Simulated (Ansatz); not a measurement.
CsCl: single point with Ansatz

System: CsCl (CsCl type), 2 atoms in the cell.

Ansatz input (lattice in Å, positions in fractions of it)
```yaml
crystal:
  lattice:
    - [4.2, 0, 0]
    - [0, 4.2, 0]
    - [0, 0, 4.2]
  atoms:
    - { symbol: Cs, position: [0, 0, 0] }
    - { symbol: Cl, position: [0.5, 0.5, 0.5] }
kpoints:
  mp_grid: { grid: [6, 6, 6] }
hamiltonian:
  xc: r2scan
  pseudopotentials: { kind: paw, source: ansatz }
scf:
  occupations: { method: fermi_dirac, width: 0.02 }
  convergence: { dr2_threshold: "1e-10 eV" }
  max_iter: 300
  n_bands: 24
output:
  forces: true
  stress: true
  eigenvalues: true
```

All numbers below come from Ansatz, r²SCAN, plane waves, PAW datasets (earlier set, tuned by hand).

Output, in brief

- Plane-wave cutoff used: 660 eV
- Pressure: -0.70 GPa
- Valence electrons: 16
- Irreducible k-points: 20
- CPU time: roughly 8 core-seconds on a shared host

Stress tensor in GPa, compression positive:
```
-0.70  0.00  0.00
 0.00 -0.70  0.00
 0.00  0.00 -0.70
```

The stress includes the program's correction for the finite plane-wave basis.
